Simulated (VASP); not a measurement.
# Band gap of InSe: cutoff, mesh and cell, part 2 of 2

Aim: test what besides the functional moves the gap of InSe. The starting structure is a computed structure from the Materials Project. Cell and atoms stay as given unless a step says otherwise.

VASP 6.6.1.

Results so far: reference 0.511 eV; cell and atoms relaxed by LDA 0.179 eV; no band path 0.511 eV.

## Step 5: Bands with a cutoff of 500 eV

Level of this step: LDA; plane waves and PAW (In_d, Se) (VASP).

Against step 2 the input has ENCUT = 500.

INCAR reads:

```
SYSTEM = InSe
PREC = Accurate
ENCUT = 500
EDIFF = 1E-06
NELM = 100
ISMEAR = 0
SIGMA = 0.03
LREAL = .FALSE.
ALGO = Normal
GGA = CA
NBANDS = 59
LORBIT = 11
LWAVE = .FALSE.
LCHARG = .FALSE.
KPAR = 4
```

POSCAR reads:

```
InSe
1.0
    4.0473293151      0.0000000000      0.0000000000
   -2.0236646576      3.5050900044      0.0000000000
    0.0000000000      0.0000000000     18.0520649100
In Se
4 4
Direct
    0.3333333333      0.6666666667      0.0773904900
    0.3333333333      0.6666666667      0.9226095100
    0.0000000000      0.0000000000      0.4226063200
    0.0000000000      0.0000000000      0.5773936800
    0.3333333333      0.6666666667      0.3529842800
    0.3333333333      0.6666666667      0.6470157200
    0.6666666667      0.3333333333      0.1469999300
    0.6666666667      0.3333333333      0.8530000700
```

KPOINTS reads:

```
Automatic mesh
0
Gamma
6 6 2
0 0 0
```

KPOINTS_OPT reads:

```
Line mode
8
Line-mode
Reciprocal
  0.00000000   0.00000000   0.00000000 GAMMA
  0.50000000   0.00000000   0.00000000 M

  0.50000000   0.00000000   0.00000000 M
  0.33333333   0.33333333   0.00000000 K

  0.33333333   0.33333333   0.00000000 K
  0.00000000   0.00000000   0.00000000 GAMMA

  0.00000000   0.00000000   0.00000000 GAMMA
  0.00000000   0.00000000   0.50000000 A

  0.00000000   0.00000000   0.50000000 A
  0.50000000   0.00000000   0.50000000 L

  0.50000000   0.00000000   0.50000000 L
  0.33333333   0.33333333   0.50000000 H

  0.33333333   0.33333333   0.50000000 H
  0.00000000   0.00000000   0.50000000 A

  0.50000000   0.00000000   0.50000000 L
  0.50000000   0.00000000   0.00000000 M

  0.33333333   0.33333333   0.00000000 K
  0.33333333   0.33333333   0.50000000 H
```

PAW data sets: In_d and Se (LDA family, release 64).

The run is started by

```bash
> mpirun -np 4 vasp_std
```

The log of the run:

```text
[... set-up lines as in an earlier step ...]
 entering main loop
       N       E                     dE             d eps       ncg     rms          rms(c)
DAV:   1     0.764004338721E+03    0.76400E+03   -0.31684E+04  1668   0.136E+03
DAV:   2     0.926880144710E+02   -0.67132E+03   -0.63532E+03  1652   0.380E+02
DAV:   3    -0.250136279450E+02   -0.11770E+03   -0.11335E+03  1908   0.165E+02
DAV:   4    -0.337881333350E+02   -0.87745E+01   -0.86745E+01  2048   0.453E+01
[...]
DAV:  12    -0.331140490416E+02    0.46747E-05   -0.73998E-05  2440   0.673E-02    0.301E-02
DAV:  13    -0.331140512021E+02   -0.21605E-05   -0.93740E-06  1984   0.184E-02    0.545E-03
DAV:  14    -0.331140512774E+02   -0.75221E-07   -0.45407E-07  1088   0.509E-03
   1 F= -.33114051E+02 E0= -.33114051E+02  d E =-.270570E-13
 Start KPOINTS_OPT (optional k-point list driver)
k-point batch [1-14\72]
       N       E                     dE             ncg
DAV:   1     0.358365734552E+04   -0.18042E+05     1660
DAV:   2    -0.569084485743E+04   -0.92745E+04     1652
DAV:   3    -0.730075971592E+04   -0.16099E+04     1935
DAV:   4    -0.741650422535E+04   -0.11574E+03     2008
[...]
DAV:   8    -0.742104991376E+04   -0.14395E-03     2552
DAV:   9    -0.742104991787E+04   -0.41061E-05     1736
DAV:  10    -0.742104991821E+04   -0.34923E-06     1224
[...]
k-point batch [71-72\72]
       N       E                     dE             ncg
DAV:   1     0.285864612232E+05   -0.43749E+04      236
DAV:   2     0.272614890329E+05   -0.13250E+04      236
DAV:   3     0.270341268101E+05   -0.22736E+03      274
DAV:   4     0.270183217338E+05   -0.15805E+02      304
DAV:   5     0.270177038612E+05   -0.61787E+00      296
DAV:   6     0.270176745866E+05   -0.29275E-01      368
DAV:   7     0.270176736179E+05   -0.96871E-03      392
DAV:   8     0.270176736087E+05   -0.92129E-05      376
DAV:   9     0.270176736084E+05   -0.26247E-06      232
```

It took 2.6 min on 4 MPI ranks of AMD EPYC 9R45, shared host; peak memory 1.7 GiB; 10 min of CPU time.

From OUTCAR (step 5):

```text
  Total       -3.5511049     -3.5511049     -3.2486048      0.0000000     -0.0000000      0.0000000
  in kB      -22.2166963    -22.2166963    -20.3241718      0.0000000     -0.0000000      0.0000000
  external PRESSURE =     -21.5858548 kB  Pullay stress =       0.0000000 kB

 POSITION                                       TOTAL-FORCE (eV/Angst)
 -----------------------------------------------------------------------------------
     -0.00000      2.33673      1.39706         0.000000      0.000000     -0.026818
     -0.00000      2.33673     16.65501         0.000000      0.000000      0.026818
      0.00000      0.00000      7.62892        -0.000000     -0.000000      0.026973
      0.00000      0.00000     10.42315         0.000000     -0.000000     -0.026973
     -0.00000      2.33673      6.37210        -0.000000     -0.000000      0.127688
     -0.00000      2.33673     11.67997        -0.000000      0.000000     -0.127688
      2.02366      1.16836      2.65365        -0.000000      0.000000     -0.127849
      2.02366      1.16836     15.39841        -0.000000      0.000000      0.127849
 -----------------------------------------------------------------------------------
    total drift:                               -0.000001      0.000000     -0.000000

  FREE ENERGIE OF THE ION-ELECTRON SYSTEM (eV)
  ---------------------------------------------------
  free  energy   TOTEN  =       -33.1140512774 eV

  energy  without entropy=      -33.1140512774  energy(sigma->0) =      -33.11405128

[... 1 part as in an earlier step ...]

[... 2 further parts left out ...]
[key lines of the parts left out:]
E-fermi :   3.0039
```

With a cutoff of 500 eV the gap is 0.511 eV, +0.000 eV from the reference.

## Step 6: Bands with an 8×8×2 mesh

Against step 2 the input has an 8×8×2 mesh.

INCAR, as its differences from that of step 5:

```diff
@@ -2,3 +2,3 @@
 PREC = Accurate
-ENCUT = 500
+ENCUT = 350
 EDIFF = 1E-06
```

POSCAR is that of step 5.

KPOINTS reads:

```
Automatic mesh
0
Gamma
8 8 2
0 0 0
```

KPOINTS_OPT is that of step 5.

The run is started by

```bash
> mpirun -np 4 vasp_std
```

The log of the run:

```text
[... set-up lines as in an earlier step ...]
 entering main loop
       N       E                     dE             d eps       ncg     rms          rms(c)
DAV:   1     0.667204072474E+03    0.66720E+03   -0.26220E+04  2360   0.107E+03
DAV:   2     0.660786851159E+02   -0.60113E+03   -0.56936E+03  2368   0.315E+02
DAV:   3    -0.279543676902E+02   -0.94033E+02   -0.90937E+02  2856   0.145E+02
DAV:   4    -0.339033805391E+02   -0.59490E+01   -0.59002E+01  2864   0.375E+01
[...]
DAV:  13    -0.331193159687E+02   -0.14817E-05   -0.97702E-06  2784   0.136E-02    0.283E-02
DAV:  14    -0.331193173535E+02   -0.13848E-05   -0.28185E-06  2192   0.160E-02    0.116E-02
DAV:  15    -0.331193171684E+02    0.18516E-06   -0.46937E-07  1408   0.521E-03
   1 F= -.33119317E+02 E0= -.33119317E+02  d E =-.765361E-15
 Start KPOINTS_OPT (optional k-point list driver)
k-point batch [1-20\72]
       N       E                     dE             ncg
DAV:   1     0.328870464719E+04   -0.26071E+05     2360
DAV:   2    -0.864703187380E+04   -0.11936E+05     2392
DAV:   3    -0.105285609492E+05   -0.18815E+04     2842
DAV:   4    -0.106470014184E+05   -0.11844E+03     2824
[...]
DAV:   8    -0.106516759237E+05   -0.13891E-03     3528
DAV:   9    -0.106516759278E+05   -0.41527E-05     2472
DAV:  10    -0.106516759282E+05   -0.39036E-06     1784
[...]
k-point batch [61-72\72]
       N       E                     dE             ncg
DAV:   1     0.104057262783E+05   -0.22077E+05     1416
DAV:   2     0.330859635196E+04   -0.70971E+04     1424
DAV:   3     0.221967241245E+04   -0.10889E+04     1642
DAV:   4     0.215308533950E+04   -0.66587E+02     1760
[...]
DAV:   8     0.215033841114E+04   -0.54546E-04     2152
DAV:   9     0.215033840934E+04   -0.18078E-05     1392
DAV:  10     0.215033840906E+04   -0.27161E-06     1176
```

Run time: 96 s. Hardware: 4 MPI ranks; peak memory 1.4 GiB.

OUTCAR, selected parts (step 6):

```text
  Total       -3.9131597     -3.9131597     -3.5494491      0.0000000      0.0000000      0.0000000
  in kB      -24.4818117    -24.4818117    -22.2063373      0.0000000      0.0000000      0.0000000
  external PRESSURE =     -23.7233202 kB  Pullay stress =       0.0000000 kB

 POSITION                                       TOTAL-FORCE (eV/Angst)
 -----------------------------------------------------------------------------------
     -0.00000      2.33673      1.39706         0.000000      0.000000     -0.029316
     -0.00000      2.33673     16.65501        -0.000000     -0.000000      0.029316
      0.00000      0.00000      7.62892        -0.000000     -0.000000      0.028719
      0.00000      0.00000     10.42315        -0.000000      0.000000     -0.028719
     -0.00000      2.33673      6.37210         0.000000      0.000000      0.126427
     -0.00000      2.33673     11.67997         0.000000      0.000000     -0.126427
      2.02366      1.16836      2.65365         0.000000      0.000000     -0.126540
      2.02366      1.16836     15.39841         0.000000      0.000000      0.126540
 -----------------------------------------------------------------------------------
    total drift:                                0.000000     -0.000000     -0.000000

  FREE ENERGIE OF THE ION-ELECTRON SYSTEM (eV)
  ---------------------------------------------------
  free  energy   TOTEN  =       -33.1193171684 eV

  energy  without entropy=      -33.1193171684  energy(sigma->0) =      -33.11931717

[... 1 part as in an earlier step ...]

[... 2 further parts left out ...]
[key lines of the parts left out:]
E-fermi :   3.0118
```

With an 8×8×2 mesh the gap is 0.511 eV, +0.000 eV from the reference.

## Step 7: All runs side by side

```
                          run  gap (eV)  change (eV)  core minutes
                    reference     0.511            -           8.0
cell and atoms relaxed by LDA     0.179       -0.332          4.73
                 no band path     0.511          0.0          1.32
           a cutoff of 500 eV     0.511          0.0          10.4
                an 8×8×2 mesh     0.511          0.0           6.4
```

Core minutes are wall time times ranks of the run shown, on a shared host.

## Step 8: What came out

```json
{
  "reference gap": "0.511 eV",
  "gap with cell and atoms relaxed by LDA": "0.179 eV",
  "gap with no band path": "0.511 eV",
  "gap with a cutoff of 500 eV": "0.511 eV",
  "gap with an 8×8×2 mesh": "0.511 eV"
}
```

What this shows: Among the runs that read a gap along the path, the one with cell and atoms relaxed by LDA moves it most, by -0.332 eV. On finer settings it changes by +0.000 eV with a cutoff of 500 eV and +0.000 eV with an 8×8×2 mesh, not denser along every axis. The functional's own error isn't tested here. Further runs on this material are not shown.

[Lines on the potential files, build, host, timing and source positions are cut from VASP's logs without a mark.]

[Logs are printed without paths, hosts, clocks, repeated set-up lines and the standing remarks that a program may print on its own settings, such as how far it seeks lower states.]

[Hosts, paths, dates, database ids (printed as entryN), source tags and the programs' standing remarks are cut or masked in the printed files.]
